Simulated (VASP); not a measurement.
A VASP calculation is set up with these files.

**INCAR**
```
! general
SYSTEM  = InN
PREC    = Accurate
ENCUT   = 520
LREAL   = .FALSE.
LASPH   = .TRUE.

! electronic loop
EDIFF   = 1E-6
NELM    = 100
ALGO    = Normal
LMAXMIX = 4

! smearing
ISMEAR  = 0
SIGMA   = 0.05

! functional
GGA     = PE

! ions
IBRION  = 2
NSW     = 60
ISIF    = 3
EDIFFG  = -0.01

! output
LWAVE   = .FALSE.
LCHARG  = .FALSE.
```

File POSCAR:
```
InN
1.0
  0.0000000000   2.4900000000   2.4900000000
  2.4900000000   0.0000000000   2.4900000000
  2.4900000000   2.4900000000   0.0000000000
In N
1 1
Direct
  0.0000000000   0.0000000000   0.0000000000
  0.2500000000   0.2500000000   0.2500000000
```

**KPOINTS**
```
Automatic mesh
0
Gamma
8 8 8
0 0 0
```

POTCAR, in this order: In_d N (PBE.64 set). Program: vasp_std.

### Question
Translate this PBE calculation to Quantum ESPRESSO's pw.x.

### Answer
One equivalent input (not run):
```
&CONTROL
  calculation = 'vc-relax'
  pseudo_dir = './pseudo'
  outdir = './out'
  tprnfor = .true.
  tstress = .true.
  nstep = 60
  forc_conv_thr = 0.00039
/
&SYSTEM
  ibrav = 0
  nat = 2
  ntyp = 2
  ecutwfc = 84
  occupations = 'smearing'
  smearing = 'gaussian'
  degauss = 0.003675
  input_dft = 'pbe'
/
&ELECTRONS
  conv_thr = 7.3e-08
  electron_maxstep = 100
/
&IONS
/
&CELL
/
ATOMIC_SPECIES
  In 114.818 In.upf
  N 14.007 N.upf
CELL_PARAMETERS angstrom
     0.0000000    2.4900000    2.4900000
     2.4900000    0.0000000    2.4900000
     2.4900000    2.4900000    0.0000000
ATOMIC_POSITIONS crystal
  In   0.0000000  0.0000000  0.0000000
  N    0.2500000  0.2500000  0.2500000
K_POINTS automatic
  8 8 8 0 0 0
```
The two are equivalent in intent, not identical: the potentials are each code's own (VASP's PAW set, PseudoDojo norm-conserving files in pw.x), so ENCUT and ecutwfc are chosen apart and not converted; conv_thr bounds pw.x's estimated SCF error, while EDIFF bounds the energy change between steps; forc_conv_thr acts on force components and is met together with etot_conv_thr.

The compound is InN in the zinc blende structure, a metastable form; wurtzite is the usual one. This run relaxes it. Symmetry was kept, so distortions that lower it aren't found.
